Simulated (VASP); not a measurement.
InAs:

```xyz
2
Lattice="0.0000 3.0180 3.0180 3.0180 0.0000 3.0180 3.0180 3.0180 0.0000" Properties=species:S:1:pos:R:3 pbc="T T T"
In    0.0000    0.0000    0.0000
As    4.5270    4.5270    4.5270
```

Base run:

* Program: VASP 6.6.1
* Functional: r2SCAN
* Potentials or basis: VASP PAW PBE potentials, release 64 (In_d, As)
* Cutoff: 520 eV
* k mesh: 8 × 8 × 8
* Occupations: fermi-dirac, width 0.05 eV
* Spin: no spin polarisation

Its results: band gap on the k mesh 0.28 eV, direct; pressure 2.3 GPa.

Task: The run is repeated on the same cell with these changes: functional from r2SCAN to PBE0; k mesh from 8 × 8 × 8 to 4 × 4 × 4. What comes out?

Result: Band gap on the k mesh 1.27 eV, direct; pressure 1.9 GPa.

Several settings changed at once, so the effect can't be laid on one alone.

Caveats: some runs use coarse meshes; the PAW data sets were made with another functional, which shifts forces and pressure a little; spin-orbit coupling is left out, which moves the levels of the heavy elements.

A k mesh can miss the band edges.

Not every run made on this cell is shown here.
